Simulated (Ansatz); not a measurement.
Crystal: HfC.

```
Hf C
1.0
     0.00000    2.32500    2.32500
     2.32500    0.00000    2.32500
     2.32500    2.32500    0.00000
Hf C
1 1
Cartesian
  2.3250 2.3250 2.3250
  0.0000 0.0000 0.0000
```

* Program: Ansatz 0.2.0
* Task: relaxation of cell and atoms
* Functional: RPBE
* Dispersion: D3(BJ)
* Potentials or basis: all-electron LAPW, scalar-relativistic
* Basis error allowed: 0.001 eV/atom
* k mesh: 10 × 10 × 10
* Occupations: fermi-dirac, width 0.05 eV
* Spin: no spin polarisation

At the start: volume 12.57 Å³/atom.

**Question.** Where does the relaxation end?

**Answer.** Over 6 steps the energy falls by 121.8 meV/atom and the volume is 11.25 Å³/atom (-10.5 %); space group Fm-3m (No. 225, to 0.05 Å).

The path:
| step | energy change (eV) | largest force (eV/Å) | volume (Å³) |
| --- | --- | --- | --- |
| 1 | 0.0000 | 0.0000 | 25.14 |
| 2 | -0.2097 | 0.0000 | 21.64 |
| 3 | -0.2427 | 0.0000 | 22.65 |
| 4 | -0.2435 | 0.0000 | 22.51 |
| 5 | -0.2436 | 0.0000 | 22.51 |
| 6 | -0.2436 | 0.0000 | 22.51 |

Final structure:
```
Hf C
1.0
     0.00000    2.24091    2.24091
     2.24091    0.00000    2.24091
     2.24091    2.24091    0.00000
Hf C
1 1
Direct
  0.50000 0.50000 0.50000
  0.00000 0.00000 0.00000
```

Caveat: the volume moved by -10 % from the deposited cell, more than functionals usually miss.
